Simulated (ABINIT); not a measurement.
# Ge (P-3m1) in ABINIT: notebook, part 2 of 2

ABINIT 10.8.3 (patched build). The steps go on from the part before.

## Step 3: Single point, PBEsol (atoms moved at random)

run.abi

```
# Pseudopotentials
pp_dirpath "./"
pseudos "Ge.upf"

# Structure
acell 4.09041 4.0904083904 3.32658 Angstrom
rprim
     1.0000000000     0.0000000000     0.0000000000
    -0.4999989744     0.8660259959     0.0000000000
     0.0000000000     0.0000000000     1.0000000000
ntypat 1
znucl 32
natom 2
typat 1 1
xred
     0.6827060000     0.3373210000     0.1399020000
     0.3174840000     0.6604170000     0.8481450000
chkprim 0
chksymtnons 0
tolsym 1.0e-6

# Plane-wave basis
ecut 39.0

# k points
kptopt 1
ngkpt 6 6 6
nshiftk 1
shiftk 0.0 0.0 0.0

# Exchange and correlation
ixc -116133

# Bands and occupations
nband 18
occopt 3
tsmear 0.00183747

# SCF cycle
nstep 100
tolvrs 1.0e-10

# Output
iomode 3
prtwf 0
prtden 0
prteig 0
prtebands 0
enunit 2
```

Potentials or basis: PseudoDojo NC SR PBEsol v0.4.1 standard.

Run with:

```
$ abinit run.abi > log 2>&1
```

Wall time 3.5 min (1 thread of Arm Neoverse V2, shared host); peak memory 0.18 GiB.

The run converged. Its results:

```yaml
Free_energy: -4853.8816 eV
Pressure: -4.4 GPa
Largest_force: 0.855 eV/Å
Band_gap_on_the_k_mesh: none (metal or under the smearing width)
Valence_electrons_inside_the_program's_atomic_spheres: Ge 11.48, 11.47 (radii [1.0584] Å)
```

Forces in eV/Å, atoms in the order of the input:
```
Ge  -0.785 -0.321  0.106
Ge   0.785  0.321 -0.106
```

Stress tensor (GPa, compression positive):
```
-2.69  2.29 -2.23
 2.29 -4.49 -0.97
-2.23 -0.97 -6.02
```

Levels at points of the mesh, in eV from the Fermi level:
```csv
k point,band 10,band 11,band 12,band 13,band 14,band 15,band 16,band 17,band 18
"(0.00, 0.00, 0.00)",-24.26,-11.79,-2.46,-1.22,-0.51,2.38,2.64,3.42,3.62
"(0.50, 0.00, 0.00)",-24.26,-9.53,-8.50,-2.28,0.05,3.50,3.87,7.17,7.93
"(0.00, 0.50, 0.00)",-24.25,-9.94,-7.84,-2.42,-0.35,3.42,3.95,6.97,8.17
"(0.50, 0.50, 0.00)",-24.25,-10.02,-7.67,-2.48,-0.45,3.40,3.97,6.92,8.25
"(0.00, 0.00, 0.50)",-24.26,-9.94,-6.26,0.29,0.96,0.99,2.89,3.67,4.20
"(0.50, 0.00, 0.50)",-24.26,-7.75,-6.85,-3.54,-2.43,-0.60,2.79,3.86,5.13
"(0.00, 0.50, 0.50)",-24.25,-8.16,-6.28,-3.73,-1.96,-0.74,2.33,3.92,4.76
"(0.50, 0.50, 0.50)",-24.25,-8.25,-6.15,-3.75,-1.83,-0.81,2.26,3.88,4.66
```

## Step 4: Single point, RPBE

run.abi

```
pp_dirpath "./"
pseudos "Ge.upf"

acell 3*1.0 Angstrom
rprim
     4.0904100000     0.0000000000     0.0000000000
    -2.0452000000     3.5424000000     0.0000000000
     0.0000000000     0.0000000000     3.3265800000
ntypat 1
znucl 32
natom 2
typat 1 1
xred
     0.6666700000     0.3333300000     0.1408600000
     0.3333300000     0.6666700000     0.8591400000

ecut 40.0

kptopt 1
ngkpt 6 6 6
nshiftk 1
shiftk 0.0 0.0 0.0

ixc 15

nband 18
occopt 3
tsmear 0.00183747

nstep 100
tolvrs 1.0e-10

iomode 3
prtwf 0
prteig 0
prtebands 0
enunit 1
prtden 1
prtvha 1
prtvclmb 1
prtpot 1
prtelf 1
```

Potentials or basis: PseudoDojo NC SR PBE v0.4.1 standard.

Run with:

```
$ abinit run.abi > log 2>&1
```

run.abo:

```text
.Version 10.8.3 of ABINIT
 Symmetries : space group C2/m (# 12); Bravais mC (1-face-center monocl.)
================================================================================
 Values of the parameters that define the memory need of the present run
     intxc =       0    ionmov =       0      iscf =       7    lmnmax =       6
     lnmax =       6     mgfft =      48  mpssoang =       3    mqgrid =    3001
     natom =       2  nloc_mem =       1    nspden =       1   nspinor =       1
    nsppol =       1      nsym =       4    n1xccc =    2501    ntypat =       1
    occopt =       3   xclevel =       2
       mpw =        3966          nfft =       82944          nkpt =          68
================================================================================
================================================================================

--------------------------------------------------------------------------------
------------- Echo of variables that govern the present computation ------------
[... 217 lines left out ...]
- sigma(3 3)=  2.37239938E+00  sigma(2 1)= -1.21985003E-03

== END DATASET(S) ==============================================================
================================================================================

 -outvars: echo values of variables after computation  --------
            acell      7.7297531218E+00  7.7297531218E+00  6.2863251359E+00 Bohr
           etotal     -1.7874325627E+02
            fcart     -4.3374882929E-06  2.5042528011E-06  4.0741605367E-03
                       4.3374882929E-06 -2.5042528011E-06 -4.0741605367E-03
            rprim      1.0000000000E+00  1.1359773305E-07  0.0000000000E+00
                      -4.9999907276E-01  8.6602593912E-01  0.0000000000E+00
                       0.0000000000E+00  0.0000000000E+00  1.0000000000E+00
           strten     -4.0050943688E-05 -4.0098819614E-05  8.0636215867E-05
                      -1.1352370980E-08  1.9662861593E-08 -4.1461859906E-08
           xangst      2.0452263139E+00  1.1807886567E+00  4.6858205880E-01
                      -1.7923515515E-05  2.3616122727E+00  2.8579979412E+00
             xred      6.6667000000E-01  3.3333000000E-01  1.4086000000E-01
                       3.3333000000E-01  6.6667000000E-01  8.5914000000E-01
 Calculation completed.
```

Run time: 1.8 min. Hardware: 1 thread of Intel Xeon 6975P-C (Granite Rapids), shared host; peak memory 0.14 GiB.

What came out:

| Quantity | Value |
| --- | --- |
| Free energy | -4863.8518 eV |
| Pressure | 0.0 GPa |
| Largest force | 0.210 eV/Å |
| Band gap on the k mesh | none (metal or under the smearing width) |
| Valence electrons inside the program's atomic spheres | Ge 11.47 (radii [1.0584] Å) |

Forces on the atoms (eV/Å):
```
Ge   0.000  0.000  0.210
Ge   0.000  0.000 -0.210
```

Stress tensor (GPa, compression positive):
```
 1.18  0.00  0.00
 0.00  1.18  0.00
 0.00  0.00 -2.37
```

Caveat: the potentials were made for another functional, which shifts forces and pressure.

## Step 5: Overview

| level | potentials or basis | cell | cutoff (eV) | fine-grid cutoff | gap on the mesh (eV) | pressure (GPa) | largest force (eV/Å) |
| --- | --- | --- | --- | --- | --- | --- | --- |
| PBEsol | JTH PAW PBE v2.0 | cell strained at random | 435 | 870.764 eV | none | - | 0.34 |
| PBEsol | PseudoDojo NC SR PBEsol v0.4.1 standard | atoms moved at random | 1061 | - | none | -4.4 | 0.85 |
| RPBE | PseudoDojo NC SR PBE v0.4.1 standard | as given | 1088 | - | none | 0.0 | 0.21 |

Alike in all rows: task single point; no spin polarisation; k mesh 6 × 6 × 6; smearing fermi-dirac 0.05 eV.

Caveats: the PAW data sets were made with another functional, which shifts forces and pressure a little (some runs); the potentials were made for another functional, which shifts forces and pressure (some runs).

Absolute energies hang on the potentials; compare differences alone.
